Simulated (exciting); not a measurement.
KCl:

```xyz
2
Lattice="3.8392 0.0000 0.0000 0.0000 3.8392 0.0000 0.0000 0.0000 3.8392" Properties=species:S:1:pos:R:3 pbc="T T T"
K     0.0000    0.0000    0.0000
Cl    1.9196    1.9196    1.9196
```

Measurements of this composition are mostly on another form, of space group No. 225.

Base run:

| Quantity | Value |
| --- | --- |
| Program | exciting (release sodium) |
| Functional | LDA |
| Potentials or basis | all-electron LAPW+lo, shipped species files, valence relativity iora* |
| rgkmax | 7.5 |
| k mesh | 7 × 7 × 7 |
| Occupations | gaussian, width 0.02 eV |
| Spin | no spin polarisation |

Its results: band gap on the k mesh 4.39 eV, indirect (least direct gap 4.58 eV).

The run is repeated on the same cell with these changes: functional from LDA to PBE; occupations from gaussian, width 0.02 eV to gaussian, width 0.1 eV. What comes out?

Band gap on the k mesh 4.84 eV, indirect (least direct gap 5.02 eV).

Caveats: an odd mesh through Γ misses points on the zone boundary, where band edges often lie.
